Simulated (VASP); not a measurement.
The system is HfN.

```
Hf N
1.0
     0.00000    2.45482    2.45482
     2.45482    0.00000    2.45482
     2.45482    2.45482    0.00000
Hf N
1 1
Direct
  0.00000 0.00000 0.00000
  0.25000 0.25000 0.25000
```

The cell comes from a database or a generator and needn't be the stable form of this composition.

| Quantity | Value |
| --- | --- |
| Program | VASP 6.6.1 |
| Task | single point |
| Functional | PBEsol |
| Potentials or basis | VASP PAW PBE potentials, release 64 (Hf_pv, N) |
| Cutoff | 520 eV |
| k mesh | 9 × 9 × 9 |
| Occupations | fermi-dirac, width 0.05 eV |
| Spin | no spin polarisation |

On this cell: pressure -5.9 GPa; largest force zero by symmetry; band gap on the k mesh none (metal or under the smearing width).

The same run follows on a disturbed copy (atoms moved at random, drawn with an rms of 0.05 Å):

```
Hf N
1.0
     0.00000    2.45482    2.45482
     2.45482    0.00000    2.45482
     2.45482    2.45482    0.00000
Hf N
1 1
Direct
  0.99847 0.99706 0.99660
  0.26378 0.24281 0.23936
```

What does the disturbed cell give?

The energy (extrapolated to zero smearing) moves by +5.8 meV/atom; pressure -5.7 GPa; largest force 0.554 eV/Å; band gap on the k mesh none (metal or under the smearing width).

Forces on the atoms (eV/Å):
```
Hf  -0.350  0.263  0.339
N    0.350 -0.263 -0.339
```

Stress tensor (GPa, compression positive):
```
-5.69 -1.53 -1.18
-1.53 -5.68  1.58
-1.18  1.58 -5.69
```

Caveats: the PAW data sets were made with another functional, which shifts forces and pressure a little.
